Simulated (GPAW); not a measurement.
Wanted: an ASE script for a GPAW 26.7.0 run.

```
Task                : single point
Functional          : PBE
Potentials or basis : GPAW PAW data sets (gpaw-data 1.2.1)
Cutoff              : 600 eV
Basis               : pw
k mesh              : 11 × 11 × 7
Occupations         : fermi-dirac, width 0.05 eV
Spin                : no spin polarisation
Maxiter             : 80
```

The system is PtSe2 (Sudovikovite).

```
CELL_PARAMETERS angstrom
3.72400 0.00000 0.00000
-1.86200 3.22508 0.00000
0.00000 0.00000 5.06200
ATOMIC_POSITIONS crystal
Pt 0.00000 0.00000 0.00000
Se 0.66667 0.33333 0.75000
Se 0.33333 0.66667 0.25000
```

One way to write it, as run:

run.py

```python
from ase import Atoms
from ase.dft.bandgap import bandgap
from ase.io import write
from ase.units import GPa
from gpaw import GPAW, PW

atoms = Atoms(['Pt', 'Se', 'Se'],
              cell=[[3.724, 0.0, 0.0],
                    [-1.862, 3.2250786037, 0.0],
                    [0.0, 0.0, 5.062]],
              scaled_positions=[[0.0, 0.0, 0.0],
                                [0.6666666667, 0.3333333333, 0.75],
                                [0.3333333333, 0.6666666667, 0.25]],
              pbc=True)

calc = GPAW(mode=PW(600),
            xc='PBE',
            kpts={'size': (11, 11, 7), 'gamma': True},
            occupations={'name': 'fermi-dirac', 'width': 0.05},
            nbands=26,
            convergence={'density': 1e-05, 'energy': 1e-05},
            maxiter=80,
            txt='gpaw.txt')
atoms.calc = calc
energy = atoms.get_potential_energy()
forces = atoms.get_forces()
stress = atoms.get_stress()
calc.write('gs.gpw')
write('result.traj', atoms)
print(f'Energy: {energy:.6f} eV')
print('Forces (eV/A):')
print(forces.round(4))
print('Stress (GPa):', (stress / GPa).round(3))
print('Fermi level:', round(calc.get_fermi_level(), 4), 'eV')
print(f'Gap: {bandgap(calc)[0]:.4f} eV, direct: {bandgap(calc, direct=True)[0]:.4f} eV')
```

Potentials or basis: GPAW PAW data sets (gpaw-data 1.2.1), pw.

Run with:

```bash
$ OMP_NUM_THREADS=1 python run.py
```

It gave:

```json
{
 "Pressure": "7.4 GPa",
 "Largest force": "0.594 eV/Å",
 "Band gap on the k mesh": "none (metal or under the smearing width)"
}
```

Wall time 68 s on 1 thread of AMD EPYC 7B13 (Zen 3), on a shared host, peak memory 0.27 GiB.
